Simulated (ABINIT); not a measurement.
Wanted: the native input for an ABINIT 10.8.3 (patched build) run.

- Task: band structure
- Functional: LDA
- Potentials or basis: JTH PAW LDA v2.0
- Cutoff: 408 eV
- k mesh: 10 × 10 × 10
- Occupations: fermi-dirac, width 0.05 eV
- Spin: spin-orbit coupling, no magnetisation
- Fine-grid cutoff: 816.342 eV

The system is BAs.

```xyz
2
Lattice="0.0000 2.3885 2.3885 2.3885 0.0000 2.3885 2.3885 2.3885 0.0000" Properties=species:S:1:pos:R:3 pbc="T T T"
As    3.5827    3.5827    3.5827
B     0.0000    0.0000    0.0000
```

One way to write it, as run:

run.abi

```
# Datasets: ground state, then fixed potential
ndtset 2

# Pseudopotentials
pp_dirpath "./"
pseudos "As.LDA_PW-JTH.xml, B.LDA_PW-JTH.xml"

# Structure
acell 3.3778490937 3.3778490937 3.3778490937 Angstrom
rprim
     0.0000000000     0.7071067812     0.7071067812
     0.7071067812     0.0000000000     0.7071067812
     0.7071067812     0.7071067812     0.0000000000
ntypat 2
znucl 33 5
natom 2
typat 1 2
xred
     0.7500000000     0.7500000000     0.7500000000
     0.0000000000     0.0000000000     0.0000000000

# Plane-wave basis
ecut 408.170794 eV
pawecutdg 30.0

# Exchange and correlation
ixc 7

# Bands and occupations
occopt 3
tsmear 0.00183747

# Spin
nspinor 2
nspden 1
pawspnorb 1

# SCF cycle
nstep 100

# Output
iomode 3
prtwf 0
prteig 0
prtebands 0
prtden1 1

# Dataset 1
kptopt1 4
ngkpt1 10 10 10
nshiftk1 1
shiftk1 0.0 0.0 0.0
nband1 26
tolvrs1 1.0e-9

# Dataset 2: bands along G-X-W-K-G-L-U-W-L-K
iscf2 -2
getden2 1
nband2 34
nbdbuf2 2
tolwfr2 1.0e-12
kptopt2 -9
ndivsm2 8
prteig2 1
kptbounds2
     0.0000000000     0.0000000000     0.0000000000
     0.5000000000     0.0000000000     0.5000000000
     0.5000000000     0.2500000000     0.7500000000
     0.3750000000     0.3750000000     0.7500000000
     0.0000000000     0.0000000000     0.0000000000
     0.5000000000     0.5000000000     0.5000000000
     0.6250000000     0.2500000000     0.6250000000
     0.5000000000     0.2500000000     0.7500000000
     0.5000000000     0.5000000000     0.5000000000
     0.3750000000     0.3750000000     0.7500000000
```

Potentials or basis: JTH PAW LDA v2.0.

The run is started by

```console
$ abinit run.abi > log 2>&1
```

Results of the run:

```yaml
Pressure: -4.1 GPa
Band_gap_on_the_k_mesh: 1.06 eV, indirect (least direct gap 3.04 eV)
Band_gap_along_the_path: 1.06 eV, indirect (least direct gap 3.04 eV)
Valence_electrons_inside_the_program's_atomic_spheres: As 12.83; B 1.77
```

Run time: 3 min on 1 thread of Arm Neoverse V1, on a shared host, peak memory 0.15 GiB.
